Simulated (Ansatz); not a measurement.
The cell comes from COD entry 9008482, which wasn't checked; take it as a given geometry. The listed cell was then made from it by scaling, straining or moving an atom.

Rh: DFT, PBE, all-electron LAPW, scalar-relativistic (Ansatz 0.2.0). What sets it apart from a plain run of this crystal: volume scaled by 1.06.

Command: `ansatz run input.yaml --threads 1 --pin off --max-ram 3072MiB --backend cpu --events-out ev --progress --plain --runs-dir out` The run took 8.1 s on 1 thread of Intel(R) Xeon(R) Platinum 8488C (Sapphire Rapids) (shared host), peak memory 0.36 GiB.

```yaml
crystal:
  lattice:
    - [0.0, 1.9388447625, 1.9388447625]
    - [1.9388447625, 0.0, 1.9388447625]
    - [1.9388447625, 1.9388447625, 0.0]
  atoms:
    - { symbol: Rh, position: [0.0, 0.0, 0.0] }
kpoints:
  mp_grid: { grid: [16, 16, 16] }
scf:
  occupations: { method: fermi_dirac, width: 0.08 }
hamiltonian:
  xc: pbe
  pseudopotentials: { kind: all_electron, lapw: { basis_error: 0.001 } }
output:
  forces: true
  stress: true
  eigenvalues: true
```

Output (standing set-up lines are left out):

```
LAPW: plane waves up to 8.343 Å⁻¹, error target 1.0e-3 eV per atom; small_component_spin mean_spin; Rh in spheres of 1.371 Å, 27 of its electrons in bands, Dirac shells []
Crystal: 1 atoms, lattice volume = 14.577 Å³
Basis set: ecut = 265.19487145751623 eV, 137 PW (Γ), exchange–correlation at level 2
iter 1 solved again at ethr=3.46e-4 eV; its pass at ethr=1.00e-1 eV (dr2=9.34e-2 eV) is discarded
SCF iter   1: F=—  HF=-130187.775852 eV  |F-HF|=—  |Δ(HF+E_count)|=         —  Δρ=3.51e-2  dr2=9.40e-2  ethr=3.46e-4  ⟨swp⟩=2.9  Hψ=17064  notcnv=0
preconditioner: auto → none  [metal: Δε(μ)=0.018 eV  Ē_g=13.149 eV  σ=0.080 eV  W_gap=0.06  n_scr=8 (ndim 8)  ℏωp=29.2 eV  f_vac=0.000  D(μ)=1.44/eV (n_scr^D=14)  sad-step TF]
iter 2 solved again at ethr=7.58e-6 eV; its pass at ethr=3.46e-4 eV (dr2=2.05e-3 eV) is discarded
SCF iter   2: F=—  HF=-130187.350818 eV  |F-HF|=—  |Δ(HF+E_count)|=   4.25e-1  Δρ=4.05e-3  dr2=2.05e-3  ethr=7.58e-6  ⟨swp⟩=2.0  Hψ=13173  notcnv=0
SCF iter   3: F=—  HF=-130187.300241 eV  |F-HF|=—  |Δ(HF+E_count)|=   5.06e-2  Δρ=5.84e-3  dr2=3.15e-3  ethr=7.58e-6  ⟨swp⟩=2.9  Hψ=7677  notcnv=0
SCF iter   4: F=—  HF=-130187.298583 eV  |F-HF|=—  |Δ(HF+E_count)|=         —  Δρ=7.81e-4  dr2=5.96e-5  ethr=7.58e-6  ⟨swp⟩=2.0  Hψ=7332  notcnv=0
the basis was enlarged: its passes take 419.2 KiB over the memory plan, 1 of 1 planned eigensolver slots
SCF iter   5: F=—  HF=-130187.298591 eV  |F-HF|=—  |Δ(HF+E_count)|=   8.32e-6  Δρ=7.58e-5  dr2=5.14e-7  ethr=2.21e-7  ⟨swp⟩=2.0  Hψ=7330  notcnv=0
SCF iter   6: F=-130187.298591 eV  HF=-130187.298591 eV  |F-HF|=2.14e-9  |Δ(HF+E_count)|=   5.80e-7  Δρ=2.54e-6  dr2=4.07e-10  ethr=1.90e-9  ⟨swp⟩=2.5  Hψ=7433  notcnv=0
SCF 1 converged in 6 iterations: F = -130187.298591 eV  dr2 = 4.07e-10
SCF converged after 6 iterations
Free energy (F): -130187.298591 eV
Harris-Foulkes:  -130187.298591 eV  (|F-HF|=2.14e-9)
Internal energy: -130187.266221 eV  (E = F + TS)
E sigma→0 (E₀):  -130187.282406 eV
Entropy (-TS):   -0.032371 eV (-32.371 meV/atom)
Fermi energy:    22.816438 eV
--- Per-component energies (eV) ---
  E_band       = -2813.927597
  E_kinetic    = 135617.355650
  E_xc         = -3779.913747
  E_electrostatic = -262024.708124  (all electrons and nuclei)
  E_smearing   = -0.032371  (= −TS)
  E_closure    = 0.000000  (closes the sum)
  E_atoms      = -130180.026586  (free atoms, spherical and without spin; not in F)
  Σ components = -130187.298591   (vs F -130187.298591, Δ=0.00e0)
  Basis errors (estimates in eV, not in F): energy 2.0e-4 per atom: plane waves 1.6e-4 (1.2e-4 summed), levels above the bands 1.5e-103, relativity 6.1e-8, radial functions 3.5e-5, core shells 1.7e-7; eigenvalues (radial functions only) 1.1e-5; not estimated: angular momenta, meshes, grids; target (lapw.basis_error) 1.0e-3; muffin-tin radii Rh 1.371 Å
--- Forces (eV/Å), atoms counted from 1 ---
  atom   1  Rh     0.00000000    -0.00000000     0.00000000
  max |Σ_I F_I| component: 1.75e-32 eV/Å
--- Stress (GPa, compression-positive) ---
       -8.424845      -0.000000       0.000000
       -0.000000      -8.424845       0.000000
        0.000000       0.000000      -8.424845
  P = ⅓ Tr σ = -8.4248 GPa (-84.248 kbar)
--- Band table (eV; the first three rows and the last of 145) ---
  k-point 0: bands = ["-273.9789", "-273.9789", "-273.9789", "-273.9531", "-273.9531", "-55.8869", "-23.4197", "-23.4197", "-23.4197", "15.2872", "20.0133", "20.0133", "20.0133", "21.9154", "21.9154", "38.6503", "43.6880", "43.6880"]
  k-point 1: bands = ["-273.9789", "-273.9789", "-273.9789", "-273.9531", "-273.9531", "-55.8836", "-23.4431", "-23.4229", "-23.4229", "15.4358", "19.9504", "20.0698", "20.0698", "21.8851", "21.8851", "38.8511", "42.8878", "43.8943"]
  k-point 2: bands = ["-273.9789", "-273.9789", "-273.9789", "-273.9531", "-273.9531", "-55.8742", "-23.5095", "-23.4321", "-23.4321", "15.8581", "19.8012", "20.2108", "20.2108", "21.8282", "21.8282", "39.3527", "41.2725", "44.4862"]
  k-point 144: bands = ["-273.9789", "-273.9789", "-273.9789", "-273.9531", "-273.9531", "-55.7708", "-23.8144", "-23.8144", "-23.6466", "18.2375", "19.3402", "19.3402", "21.7370", "23.7180", "32.0216", "32.0216", "33.5139", "34.9239"]
```
